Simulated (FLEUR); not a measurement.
Crystal: BN.

```xyz
4
Lattice="2.4982 0.0000 0.0000 -1.2491 2.1635 0.0000 0.0000 0.0000 6.6357" Properties=species:S:1:pos:R:3 pbc="T T T"
N     1.2491    0.7212    1.6589
N     0.0000    1.4424    4.9768
B     1.2491    0.7212    4.9768
B     0.0000    1.4424    1.6589
```

Base run:

- Program: FLEUR MaX-R8.1 (later development tree)
- Functional: WC
- Potentials or basis: all-electron
- Basis: FLAPW
- Kmax: 5.71 1/bohr
- k mesh: 12 × 12 × 4
- Occupations: fermi-dirac, width 0.05 eV
- Spin: no spin polarisation

Its results: band gap on the k mesh 4.20 eV, indirect (least direct gap 4.62 eV).

Task: The run is repeated on the same cell with these changes: functional from WC to SCAN. What comes out?

Result: Band gap on the k mesh 4.73 eV, indirect (least direct gap 5.18 eV).

SCAN gives the wider gap, since meta-GGAs in the generalised Kohn-Sham scheme recover part of the derivative discontinuity.

Caveats: the meta-GGA is that of a development version, with a GGA for the radial functions and cores and without core tails (some runs).

A k mesh can miss the band edges.

Not every run made on this cell is shown here.
